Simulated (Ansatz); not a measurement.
# NiO2 in Ansatz: the effect of functional

The system is NiO2.

```
Ni O
1.0
     2.78000    0.00000    0.00000
    -1.39000    2.40755    0.00000
     0.00000    0.00000    4.58728
Ni O
1 2
Cartesian
  0.0000 0.0000 2.2936
  0.0000 1.6050 1.3485
  1.3900 0.8025 3.2388
```

The cell comes from a database or a generator and needn't be the stable form of this composition.

The cell isn't the ideal one: volume scaled by 0.98.

Alike in all runs:

```yaml
Program: Ansatz 0.2.0
Task: single point
Potentials_or_basis: Ansatz PAW
k_mesh: 11 × 11 × 6
Occupations: fermi-dirac, width 0.05 eV
Spin: collinear spin, ferromagnetic start
Starting_moments: "[1.0, 0.0, 0.0] μB"
```

Q: One run gave: gap on the mesh 1.41 eV; pressure -1.5 GPa; largest force 0.15 eV/Å. Which functional did it use?
A. PBEsol
B. LDA
C. r2SCAN

A: C.

```csv
functional,cutoff,gap on the mesh (eV),pressure (GPa),largest force (eV/Å)
LDA,420 eV (not typed: the program's choice for these potentials),0.84,-7.7,0.61
PBEsol,420 eV (not typed: the program's choice for these potentials),0.91,-0.7,0.21
r2SCAN,500 eV (not typed: the program's choice for these potentials),1.41,-1.5,0.15
```

Caveats: odd divisions of the mesh miss points on the zone boundary, where band edges often lie, so the gap on the mesh can be too wide; the PAW data sets come from PBE, with cores solved anew for the run's functional, which leaves a small shift of forces and pressure; the starting moments weren't kept; the magnetic or orbital state may not be the lowest (some runs).

A k mesh can miss the band edges.
